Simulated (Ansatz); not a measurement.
FePt (Tetraferroplatinum):

```
Pt Fe
1.0
     2.72350    0.00000    0.00000
     0.00000    2.72350    0.00000
     0.00000    0.00000    3.72000
Pt Fe
1 1
Cartesian
  1.3618 1.3618 1.8600
  0.0000 0.0000 0.0000
```

```yaml
Program: Ansatz 0.2.0
Task: relaxation of cell and atoms
Functional: RPBE
Potentials_or_basis: Ansatz PAW
Cutoff: "420 eV (not typed: the program's choice for these potentials)"
k_mesh: 10 × 10 × 7
Occupations: fermi-dirac, width 0.05 eV
Spin: collinear spin, ferromagnetic start
Starting_moments: "[0.0, 3.0] μB"
```

At the start: volume 13.80 Å³/atom.

Problem. How do energy, volume and symmetry change on relaxing?

Solution. It ends after 5 steps and the volume is 14.38 Å³/atom (+4.2 %); space group P4/mmm (No. 123, to 0.05 Å); moment 3.39 μB per cell.

Step by step:
| step | energy change (eV) | largest force (eV/Å) | volume (Å³) |
| --- | --- | --- | --- |
| 1 | 0.0000 | 0.0000 | 27.59 |
| 2 | -0.0244 | 0.0000 | 29.21 |
| 3 | -0.0286 | 0.0000 | 28.80 |
| 4 | -0.0286 | 0.0000 | 28.76 |
| 5 | -0.0293 | 0.0000 | 28.76 |

Final structure:
```
Pt Fe
1.0
     2.76025    0.00000    0.00000
     0.00000    2.76025    0.00000
     0.00000    0.00000    3.77484
Pt Fe
1 1
Direct
  0.50000 0.50000 0.50000
  0.00000 0.00000 0.00000
```

Caveat: the plane-wave basis is chosen anew once the cell has moved, so the energies of steps on either side of that aren't comparable; the PAW data sets come from PBE, with cores solved anew for the run's functional, which leaves a small shift of forces and pressure.
